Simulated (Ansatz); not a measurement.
**Equation of state of ZnSe from a dense series**

```yaml
crystal:
  lattice:
    - [0.00000, 2.83380, 2.83380]
    - [2.83380, 0.00000, 2.83380]
    - [2.83380, 2.83380, 0.00000]
  atoms:
    - { symbol: Zn, position: [0.00000, 0.00000, 0.00000] }
    - { symbol: Se, position: [0.75000, 0.75000, 0.75000] }
```

Atom numbers follow the list: Zn1, Se2.

The geometry is COD entry 9008857, unchecked; take it as a test cell.

Computed with Ansatz 0.2.0, DFT, LDA, all-electron LAPW, scalar-relativistic.

Settings: a Γ-centred 8×8×8 k mesh, Fermi–Dirac smearing of 0.03 eV, basis error target 1 meV/atom, no spin polarisation.

The cell is scaled evenly. Fractional coordinates are held (clamped ions).

```
V (Å³/atom)  P (GPa)
     21.391     0.64
     21.403     0.60
     21.846    -0.86
     22.074    -1.54
     22.301    -2.19
     22.529    -2.80
     22.757    -3.37
     22.984    -3.92
     23.212    -4.43
     23.439    -4.91
     23.667    -5.36
```

Task: Fit a third-order Birch–Murnaghan curve to the pressures.

Result: P = (3B0/2)(y^(7/2) − y^(5/2))[1 + (3/4)(B0′ − 4)(y − 1)] with y = (V0/V)^(2/3) fits within 0.01 GPa for V0 = 21.579 Å³/atom, B0 = 71.7 GPa and B0′ = 4.58.

Task: Predict the pressure at the withheld volume, 24.122 Å³/atom.

Result: There y = 0.9284, so the fit gives -6.19 GPa; the run gave -6.19 GPa.
